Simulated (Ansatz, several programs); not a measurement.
A 12-atom cell of FeS2 (Pa-3) from a materials database, relaxed with r2SCAN in Ansatz (plane waves, PAW): the symmetry is Pa-3 (No. 205, cubic); a = 5.403 Å in the conventional setting, 13.14 Å³ an atom. Around Fe lie 6 S at 2.26 Å; around S lie 1 S at 2.15 Å and 3 Fe at 2.26 Å. The cell was then scaled with its shape and fractional coordinates held, which makes it stiffer than a relaxed compression. The values are computed, spin-unpolarised, and not measurements.

```tsv
V (Å³/atom)	E (meV/atom)
12.355	26.34
13.144	0.00
13.538	5.57
13.933	21.02
```

Question: Pass a cubic E = c₀ + c₁u + c₂u² + c₃u³, with u = V − 13.243 Å³, through these points.

Answer: c₀ = 0.37, c₁ = +7.360, c₂ = 36.437, c₃ = -5.3952 (meV and Å³).

Question: Where is the minimum, and what bulk modulus follows?

Answer: dE/du = 0 at u = -0.099, so V₀ = 13.14 Å³. B = V₀ d²E/dV² = 13.14 × (2c₂ + 6c₃u) = 13.14 × 76.072 = 1000 meV/Å³, and 1 meV/Å³ is 0.16022 GPa: 160 GPa. A third-order Birch-Murnaghan fit to all five points gives 13.14 Å³ and 159 GPa.

Question: Predict the energy and the pressure at the withheld volume, 12.750 Å³.

Answer: With u = -0.493: E ≈ 6.24 meV and P = −dE/dV ≈ +5.21 GPa. The run gives 6.19 meV and, from its stress, +5.19 GPa.
